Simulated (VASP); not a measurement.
**Hg: band structure with LDA**

Hg:

```
CELL_PARAMETERS angstrom
3.46181 0.00000 0.00000
-1.73090 2.99802 0.00000
0.00000 0.00000 5.48755
ATOMIC_POSITIONS crystal
Hg 0.33333 0.66667 0.25000
Hg 0.66667 0.33333 0.75000
```

* Program: VASP 6.6.1
* Task: band structure
* Functional: LDA
* Potentials or basis: VASP PAW LDA potentials, release 64 (Hg_sv_GW)
* Cutoff: 600 eV
* k mesh: 9 × 9 × 5
* Occupations: methfessel-paxton, width 0.1 eV
* Spin: no spin polarisation
* Further INCAR settings: ALGO = Normal; EDIFF = 1.00e-07; ISYM = 0

The band gap along the path is none (metal or under the smearing width).

Levels at the corners of the path, in eV from the Fermi level:
```
point  band 16  band 17  band 18  band 19  band 20  band 21  band 22  band 23  band 24
    Γ    -5.75    -5.75    -5.23    -5.23    -1.24    -0.35    10.96    10.96    12.43
    M    -5.23    -5.15    -5.14    -2.19    -1.62     2.58     3.36     4.19     6.52
    K    -5.28    -5.28    -5.20    -1.19    -1.19     1.37     4.96     4.96     5.66
    Γ    -5.75    -5.75    -5.23    -5.23    -1.24    -0.35    10.96    10.96    12.43
    A    -5.41    -5.39    -5.39    -5.39    -5.39     6.60     6.60    11.94    11.95
    L    -5.22    -5.18    -5.18    -1.09    -1.09     0.33     0.33     8.41     8.42
    H    -5.63    -5.22    -5.22    -0.41    -0.41     1.85     1.85     3.05     3.05
    A    -5.41    -5.39    -5.39    -5.39    -5.39     6.60     6.60    11.94    11.95
    L    -5.22    -5.18    -5.18    -1.09    -1.09     0.33     0.33     8.41     8.42
    M    -5.23    -5.15    -5.14    -2.19    -1.62     2.58     3.36     4.19     6.52
    K    -5.28    -5.28    -5.20    -1.19    -1.19     1.37     4.96     4.96     5.66
    H    -5.63    -5.22    -5.22    -0.41    -0.41     1.85     1.85     3.05     3.05
```

Wall time 68 s on 1 thread of Intel(R) Xeon(R) Platinum 8488C (Sapphire Rapids), on a shared host, peak memory 0.19 GiB.

Caveat: the log is that of the step along the path at fixed density, whose energy, stress, charges and moments have no meaning; spin-orbit coupling is left out, which moves the levels of the heavy elements.
